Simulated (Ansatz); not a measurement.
CaO, one cell by several methods

```
CELL_PARAMETERS angstrom
0.00000 2.62183 2.62183
2.62183 0.00000 2.62183
2.62183 2.62183 0.00000
ATOMIC_POSITIONS crystal
Ca 0.00000 0.00000 0.00000
O 0.25000 0.25000 0.25000
```

Atom numbers follow the list: Ca1, O2.

Conventional cell: a = 5.244 Å, b = 5.244 Å, c = 5.244 Å, α = 90.00°, β = 90.00°, γ = 90.00°. Ca (atom 1) has 4 O at 2.27 Å as nearest neighbours. O (atom 2) is surrounded by 4 Ca at 2.27 Å.

The structure comes from a relaxation in the same program, started in the zincblende type, and has space group F-43m. Whether it is a known phase or the ground state wasn't checked.

Levels of theory: DFT, LDA, PAW with Ansatz's default frozen-core files, scalar-relativistic (Ansatz 0.2.0); DFT, LDA, all-electron LAPW, scalar-relativistic (Ansatz 0.2.0).

For PAW: a Γ-centred 11×11×11 k mesh, Fermi–Dirac smearing of 0.05 eV, cutoff 420 eV, no spin polarisation; the PAW files were made with PBE, and the program remakes their frozen cores for this functional. LAPW targets a basis error of 0.25 meV/atom. The Ansatz runs share mesh, smearing and spin set-up. Plane-wave (PAW) pressures include the program's estimate of the Pulay term.

Stress and pressure are positive in compression.

Levels count from the top of the valence band.

```tsv
quantity	PAW	LAPW
pressure (GPa)	-5.70	-5.68
band gap (eV)	3.084	3.085
highest filled level at U (eV)	-0.099	-0.100
lowest empty level at U (eV)	4.812	4.812
highest filled level at Γ (eV)	-0.605	-0.606
lowest empty level at Γ (eV)	3.084	3.085
```

PAW's pressure differs from the LAPW value by -0.02 GPa.
